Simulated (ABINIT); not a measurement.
# HfO2 (Fm-3m) in ABINIT: a series of runs

Aim: see how the results for HfO2 move with the level of theory and the settings. Levels: PBE, PBE+D3, SOGGA. Tasks: band structure, equation of state.

Program: ABINIT 10.8.3 (patched build). These are calculated values, not measurements. Logs are shortened: lines on timing, memory, paths and dates and some standing lists are left out, and cuts for length are marked. The log counts tension as positive stress, the text compression.

## 1. The crystal as given

The structure is cubic, space group Fm-3m (No. 225). Conventional cell: a = 5.115 Å, b = 5.115 Å, c = 5.115 Å, α = 90.00°, β = 90.00°, γ = 90.00°. Around Hf (site symmetry m-3m) lie 8 O at 2.21 Å. O (site symmetry -43m) is surrounded by 4 Hf at 2.21 Å.

Measurements of this composition are mostly on another form, of space group No. 14.

## 2. Band structure, PBE

The input, run.abi:

```
ndtset 2

pp_dirpath "./"
pseudos "Hf.upf, O.upf"

acell 6.8348581746 6.8348581746 6.8348581746
rprim
     0.0000000000     0.7071067812     0.7071067812
     0.7071067812     0.0000000000     0.7071067812
     0.7071067812     0.7071067812     0.0000000000
ntypat 2
znucl 72 8
natom 3
typat 1 2 2
xred
     0.0000000000     0.0000000000     0.0000000000
     0.7500000000     0.7500000000     0.7500000000
     0.2500000000     0.2500000000     0.2500000000

ecut 42.0

ixc 11

occopt 3
tsmear 0.00183747

nstep 100

iomode 3
prtwf 0
prteig 0
prtebands 0
enunit 1
prtden1 1

kptopt1 1
ngkpt1 9 9 9
nshiftk1 1
shiftk1 0.0 0.0 0.0
nband1 16
tolvrs1 1.0e-10

iscf2 -2
getden2 1
nband2 20
nbdbuf2 2
tolwfr2 1.0e-12
kptopt2 -9
ndivsm2 5
prteig2 1
prtvol2 -3
kptbounds2
     0.0000000000     0.0000000000     0.0000000000
     0.5000000000     0.0000000000     0.5000000000
     0.5000000000     0.2500000000     0.7500000000
     0.3750000000     0.3750000000     0.7500000000
     0.0000000000     0.0000000000     0.0000000000
     0.5000000000     0.5000000000     0.5000000000
     0.6250000000     0.2500000000     0.6250000000
     0.5000000000     0.2500000000     0.7500000000
     0.5000000000     0.5000000000     0.5000000000
     0.3750000000     0.3750000000     0.7500000000
```

Potentials or basis: PseudoDojo NC SR PBE v0.4.1 standard.

Command:

```console
> abinit run.abi > log 2>&1
```

run.abo:

```text
.Version 10.8.3 of ABINIT
 DATASET    1 : space group Fm -3 m (#225); Bravais cF (face-center cubic)
================================================================================
 Values of the parameters that define the memory need for DATASET  1.
     intxc =       0    ionmov =       0      iscf =       7    lmnmax =       8
     lnmax =       8     mgfft =      40  mpssoang =       4    mqgrid =    3001
     natom =       3  nloc_mem =       1    nspden =       1   nspinor =       1
    nsppol =       1      nsym =      48    n1xccc =    2501    ntypat =       2
    occopt =       3   xclevel =       2
       mpw =        2957          nfft =       64000          nkpt =          35
================================================================================
================================================================================

 DATASET    2 : space group Fm -3 m (#225); Bravais cF (face-center cubic)
================================================================================
 Values of the parameters that define the memory need for DATASET  2.
     intxc =       0    ionmov =       0      iscf =      -2    lmnmax =       8
     lnmax =       8     mgfft =      40  mpssoang =       4    mqgrid =    3001
     natom =       3  nloc_mem =       1    nspden =       1   nspinor =       1
    nsppol =       1      nsym =      48    n1xccc =    2501    ntypat =       2
    occopt =       3   xclevel =       2
       mpw =        2958          nfft =       64000          nkpt =          87
================================================================================
================================================================================

--------------------------------------------------------------------------------
------------- Echo of variables that govern the present computation ------------
--------------------------------------------------------------------------------
 -outvars: echo values of preprocessed input variables --------
            acell      6.8348581746E+00  6.8348581746E+00  6.8348581746E+00 Bohr
              amu      1.78490000E+02  1.59994000E+01
             ecut      4.20000000E+01 Hartree
           enunit           1
           getden1          0
           getden2          1
             iscf1          7
             iscf2         -2
              ixc          11
           jdtset        1    2
           kptopt1          1
           kptopt2         -9
         kptrlatt        9    0    0      0    9    0      0    0    9
          kptrlen1     6.15137236E+01
          kptrlen2     3.00000000E+01
            natom           3
            nband1         16
            nband2         20
           nbdbuf1          0
           nbdbuf2          2
           ndtset           2
           ndivsm1          0
           ndivsm2          5
            ngfft          40      40      40
             nkpt1         35
             nkpt2         87
            nstep         100
             nsym          48
           ntypat           2
           occopt           3
        prtebands           0
           prteig1          0
           prteig2          1
           prtvol1          0
           prtvol2         -3
            prtwf           0
            rprim      0.0000000000E+00  7.0710678120E-01  7.0710678120E-01
                       7.0710678120E-01  0.0000000000E+00  7.0710678120E-01
                       7.0710678120E-01  7.0710678120E-01  0.0000000000E+00
           shiftk1     0.00000000E+00  0.00000000E+00  0.00000000E+00
           shiftk2     5.00000000E-01  5.00000000E-01  5.00000000E-01
          spgroup         225
           tolvrs1     1.00000000E-10
           tolvrs2     0.00000000E+00
           tolwfr1     0.00000000E+00
           tolwfr2     1.00000000E-12
           tsmear      1.83747000E-03 Hartree
            typat      1  2  2
           xangst      0.0000000000E+00  0.0000000000E+00  0.0000000000E+00
                       3.8362499975E+00  3.8362499975E+00  3.8362499975E+00
                       1.2787499992E+00  1.2787499992E+00  1.2787499992E+00
            xcart      0.0000000000E+00  0.0000000000E+00  0.0000000000E+00
                       7.2494618457E+00  7.2494618457E+00  7.2494618457E+00
                       2.4164872819E+00  2.4164872819E+00  2.4164872819E+00
             xred      0.0000000000E+00  0.0000000000E+00  0.0000000000E+00
                       7.5000000000E-01  7.5000000000E-01  7.5000000000E-01
[... 214 lines left out ...]
 Non-SCF case, kpt    2 (  0.03571  0.00000  0.03571), residuals and eigenvalues=
  2.08E-13  7.51E-13  2.81E-13  1.70E-13  8.76E-13  1.24E-13  4.54E-13  6.04E-13
  1.71E-13  2.34E-13  5.69E-13  7.28E-13  6.69E-13  4.96E-13  2.41E-13  5.39E-13
  5.56E-13  6.43E-13  2.53E-09  1.19E-13
 -1.9650E+00 -8.0609E-01 -8.0594E-01 -8.0594E-01 -3.9250E-01 -2.8645E-01
  9.6937E-02  9.6937E-02  9.8375E-02  2.6007E-01  2.6481E-01  2.6481E-01
[... 668 lines left out ...]
  8.54E-13  3.19E-13  2.31E-13  1.95E-13  3.16E-13  9.82E-13  7.48E-13  9.99E-13
  4.85E-13  2.48E-13  3.37E-11  1.33E-09
 -1.9644E+00 -8.1729E-01 -8.1373E-01 -8.0896E-01 -3.3058E-01 -3.2176E-01
  8.4637E-02  1.4014E-01  1.6600E-01  2.0335E-01  2.4005E-01  2.6948E-01
  4.4547E-01  4.8189E-01  5.3691E-01  5.5615E-01  5.9156E-01  7.3260E-01
  7.7740E-01  8.3114E-01
 Non-SCF case, kpt   87 (  0.37500  0.37500  0.75000), residuals and eigenvalues=
  8.35E-13  1.13E-13  3.22E-13  2.50E-13  5.14E-13  9.04E-13  7.81E-13  4.41E-13
  1.63E-13  9.69E-13  8.68E-13  7.51E-13  8.17E-13  6.44E-13  7.65E-13  1.27E-13
  9.62E-13  7.53E-13  4.23E-11  2.75E-11
 -1.9644E+00 -8.1780E-01 -8.1336E-01 -8.0914E-01 -3.3009E-01 -3.2150E-01
  7.8941E-02  1.4239E-01  1.6645E-01  2.0671E-01  2.3900E-01  2.7457E-01
  4.4383E-01  4.8317E-01  5.3395E-01  5.5653E-01  5.8885E-01  7.4483E-01
  7.8381E-01  8.1569E-01

--- !ResultsGS
iteration_state: {dtset: 2, }
comment   : Summary of ground state results
lattice_vectors:
- [  0.0000000,   4.8329746,   4.8329746, ]
- [  4.8329746,   0.0000000,   4.8329746, ]
- [  4.8329746,   4.8329746,   0.0000000, ]
lattice_lengths: [   6.83486,    6.83486,    6.83486, ]
lattice_angles: [ 60.000,  60.000,  60.000, ] # degrees, (23, 13, 12)
lattice_volume:   2.2577379E+02
convergence: {deltae:  0.000E+00, res2:  0.000E+00, residm:  9.996E-13, diffor:  0.000E+00, }
etotal    :  -8.97049147E+01
entropy   :   0.00000000E+00
fermie    :   3.71719158E-01
cartesian_stress_tensor: null
pressure_GPa: null
xred      :
- [  0.0000E+00,   0.0000E+00,   0.0000E+00, Hf]
- [  7.5000E-01,   7.5000E-01,   7.5000E-01,  O]
- [  2.5000E-01,   2.5000E-01,   2.5000E-01,  O]
cartesian_forces: null
force_length_stats: {min: null, max: null, mean: null, }
...

 Integrated electronic density in atomic spheres:
 ------------------------------------------------
 Atom  Sphere_radius  Integrated_density
    1        2.00000          8.27418729
    2        2.00000          6.34170290
    3        2.00000          6.34170290
================================================================================

 ----iterations are completed or convergence reached----

 Mean square residual over all n,k,spin=   46.300E-14; max=  99.962E-14
 reduced coordinates (array xred) for    3 atoms
       0.000000000000      0.000000000000      0.000000000000
       0.750000000000      0.750000000000      0.750000000000
       0.250000000000      0.250000000000      0.250000000000

 cartesian coordinates (angstrom) at end:
    1      0.00000000000000     0.00000000000000     0.00000000000000
    2      3.83624999745262     3.83624999745262     3.83624999745262
    3      1.27874999915087     1.27874999915087     1.27874999915087
 length scales=  6.834858174600  6.834858174600  6.834858174600 bohr
              =  3.616851183299  3.616851183299  3.616851183299 angstroms
 Eigenvalues (   eV  ) for nkpt=  87  k points:
 kpt#   1, nband= 20, wtk=  1.00000, kpt=  0.0000  0.0000  0.0000 (reduced coord)
 -53.47037  -21.92932  -21.92932  -21.92932  -10.70280   -7.77538    2.62452    2.62452
   2.62452    7.20326    7.20326    7.20326   11.67272   11.67272   13.45385   17.91286
  17.91286   17.91286   21.78397   21.78397
 kpt#   2, nband= 20, wtk=  1.00000, kpt=  0.0357  0.0000  0.0357 (reduced coord)
 -53.47017  -21.93487  -21.93070  -21.93070  -10.68060   -7.79481    2.63778    2.63778
   2.67692    7.07696    7.20580    7.20580   11.68863   11.72328   13.53033   17.85356
  17.85356   17.88647   21.70194   21.84725
 kpt#   3, nband= 20, wtk=  1.00000, kpt=  0.0714  0.0000  0.0714 (reduced coord)
 -53.46959  -21.95118  -21.93480  -21.93480  -10.61483   -7.85135    2.67753    2.67753
   2.83193    6.73168    7.21217    7.21217   11.73595   11.84728   13.74956   17.68947
  17.68947   17.80697   21.49416   22.02412
 kpt#   4, nband= 20, wtk=  1.00000, kpt=  0.1071  0.0000  0.1071 (reduced coord)
 -53.46866  -21.97720  -21.94138  -21.94138  -10.50788   -7.94011    2.74369    2.74369
   3.08331    6.23827    7.21870    7.21870   11.81340   11.99342   14.08010   17.45288
  17.45288   17.67344   21.24454   22.28464
 kpt#   5, nband= 20, wtk=  1.00000, kpt=  0.1429  0.0000  0.1429 (reduced coord)
[... 317 lines left out ...]
   4.26774    5.59570    6.48163    6.84764   12.22053   12.92918   14.63044   15.46465
  16.32974   19.00306   20.69399   23.94089
 kpt#  85, nband= 20, wtk=  1.00000, kpt=  0.4028  0.4028  0.6944 (reduced coord)
 -53.45563  -22.23759  -22.13520  -22.00696   -9.04074   -8.74545    2.50488    3.78067
   4.41911    5.53278    6.53441    7.11027   12.17123   13.03761   14.64614   15.24604
  16.20137   19.48276   20.92426   23.24250
 kpt#  86, nband= 20, wtk=  1.00000, kpt=  0.3889  0.3889  0.7222 (reduced coord)
 -53.45523  -22.23967  -22.14272  -22.01299   -8.99563   -8.75567    2.30308    3.81337
   4.51718    5.53342    6.53203    7.33281   12.12197   13.11300   14.61001   15.13360
  16.09712   19.93495   21.15401   22.61636
 kpt#  87, nband= 20, wtk=  1.00000, kpt=  0.3750  0.3750  0.7500 (reduced coord)
 -53.45499  -22.25357  -22.13269  -22.01794   -8.98225   -8.74851    2.14809    3.87462
   4.52936    5.62483    6.50354    7.47149   12.07716   13.14776   14.52953   15.14406
  16.02331   20.26772   21.32868   22.19611

== END DATASET(S) ==============================================================
================================================================================

 -outvars: echo values of variables after computation  --------
            acell      6.8348581746E+00  6.8348581746E+00  6.8348581746E+00 Bohr
           etotal1    -8.9704914698E+01
            fcart1    -0.0000000000E+00 -0.0000000000E+00 -0.0000000000E+00
                      -0.0000000000E+00 -0.0000000000E+00 -0.0000000000E+00
                      -0.0000000000E+00 -0.0000000000E+00 -0.0000000000E+00
            rprim      0.0000000000E+00  7.0710678120E-01  7.0710678120E-01
                       7.0710678120E-01  0.0000000000E+00  7.0710678120E-01
                       7.0710678120E-01  7.0710678120E-01  0.0000000000E+00
           strten1     1.6357586591E-04  1.6357586591E-04  1.6357586591E-04
                       0.0000000000E+00  0.0000000000E+00  0.0000000000E+00
           xangst      0.0000000000E+00  0.0000000000E+00  0.0000000000E+00
                       3.8362499975E+00  3.8362499975E+00  3.8362499975E+00
                       1.2787499992E+00  1.2787499992E+00  1.2787499992E+00
             xred      0.0000000000E+00  0.0000000000E+00  0.0000000000E+00
                       7.5000000000E-01  7.5000000000E-01  7.5000000000E-01
                       2.5000000000E-01  2.5000000000E-01  2.5000000000E-01
 Calculation completed.
```

Wall time 2.7 min (1 thread of Arm Neoverse V1, shared host); peak memory 0.15 GiB.

What came out:

- Free energy: -2440.9951 eV
- Pressure: -4.8 GPa
- Band gap on the k mesh: 3.87 eV, indirect (least direct gap 3.99 eV)
- Band gap along the path: 3.77 eV, direct
- Valence electrons inside the program's atomic spheres: Hf 8.27; O 6.34

Levels at the corners of the path, in eV from the valence-band top:
```
point  band 9  band 10  band 11  band 12  band 13  band 14  band 15  band 16
    Γ   -5.17    -0.60    -0.60    -0.60     3.87     3.87     5.66    10.11
    X   -3.39    -1.50    -1.50     0.00     3.77     5.43     6.44     7.96
    W   -2.50    -2.50    -1.36    -0.20     4.76     5.09     6.89     6.89
    K   -3.27    -2.17    -1.30    -0.33     4.28     5.35     6.73     7.35
    Γ   -5.17    -0.60    -0.60    -0.60     3.87     3.87     5.66    10.11
    L   -3.01    -2.65    -1.80    -1.80     4.56     4.56     6.79     8.98
    U   -3.27    -2.17    -1.30    -0.33     4.28     5.35     6.73     7.35
    W   -2.50    -2.50    -1.36    -0.20     4.76     5.09     6.89     6.89
    L   -3.01    -2.65    -1.80    -1.80     4.56     4.56     6.79     8.98
    K   -3.27    -2.17    -1.30    -0.33     4.28     5.35     6.73     7.35
```

Caveat: spin-orbit coupling is left out, which moves the levels of the heavy elements; the mesh misses the band edges, which the band path finds closer together.

[end of part 1 of 2]
